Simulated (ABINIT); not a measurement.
Crystal: HfO2.

```
Hf O
1.0
     0.00000    2.55750    2.55750
     2.55750    0.00000    2.55750
     2.55750    2.55750    0.00000
Hf O
1 2
Direct
  0.00000 0.00000 0.00000
  0.75000 0.75000 0.75000
  0.25000 0.25000 0.25000
```

Measurements of this composition are mostly on another form, of space group No. 14.

| Property | Result |
| --- | --- |
| Program | ABINIT 10.8.3 (patched build) |
| Task | relaxation of cell and atoms |
| Functional | LDA |
| Potentials or basis | PseudoDojo NC SR LDA v0.4.1 standard |
| Cutoff | 1143 eV |
| k mesh | 7 × 7 × 7 |
| Occupations | fermi-dirac, width 0.05 eV |
| Spin | no spin polarisation |

At the start: pressure -22.0 GPa; volume 11.15 Å³/atom.

Problem. Where does the relaxation end?

Solution. Over 5 steps the energy falls by 72.1 meV/atom and the volume is 10.18 Å³/atom (-8.7 %); space group Fm-3m (No. 225, to 0.05 Å).

Step by step:
```
step  energy change (eV)  largest force (eV/Å)  pressure (GPa)  volume (Å³)
   1              0.0000                0.0000          -21.97        33.46
   2             -0.2016                0.0000           -6.44        31.26
   3             -0.2160                0.0000            0.87        30.45
   4             -0.2163                0.0000           -0.03        30.55
   5             -0.2163                0.0000            0.00        30.54
```

Final structure:
```
CELL_PARAMETERS angstrom
0.00000 2.48102 2.48102
2.48102 0.00000 2.48102
2.48102 2.48102 0.00000
ATOMIC_POSITIONS crystal
Hf 0.00000 0.00000 0.00000
O 0.75000 0.75000 0.75000
O 0.25000 0.25000 0.25000
```
